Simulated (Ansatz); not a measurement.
Input of an Ansatz 0.2.0 run:

input.yaml

```yaml
crystal:
  lattice:
    - [0.014093, 2.032958, 2.029967]
    - [2.001115, -0.010992, 2.055052]
    - [2.009611, 2.066539, -0.019488]
  atoms:
    - { symbol: Au, position: [0.003388, -0.039341, 0.020552], spin: 0.16 }
hamiltonian:
  xc: pbe
  pseudopotentials: { kind: paw }
  dispersion: d4
magnetization:
  spin_polarized: true
kpoints:
  mp_grid: { grid: [8, 8, 8] }
scf:
  occupations: { method: fermi_dirac, width: 0.05 }
  n_extra_bands: 6
output:
  forces: true
  stress: true
  eigenvalues: true
  dos: { projected: false, de: 0.05, nscf_kmesh: { grid: [12, 12, 12] } }
```

Potentials or basis: Ansatz PAW.

Run with:

```console
$ ansatz run input.yaml --threads 1 --pin off --max-ram 2560MiB --backend cpu --events-out ev --progress --plain --runs-dir out
```

**Question.** What does it give for the density of states at the Fermi level?

**Answer.** 0.28 states/eV per cell.

**Question.** What does it give for the band gap on the k mesh?

**Answer.** None (metal or under the smearing width).

**Question.** What does it give for the absolute moment?

**Answer.** 0.00 μB per cell.

**Question.** What does it give for the net moment?

**Answer.** 0.00 μB per cell.

Stress tensor (GPa, compression positive):
```
5.37 0.35 0.15
0.35 5.93 0.50
0.15 0.50 6.14
```

Caveat: pairwise dispersion overbinds metals, which lowers pressure and volume; the starting moments weren't kept. The run has no spin-orbit coupling, so splittings on Au are missing.
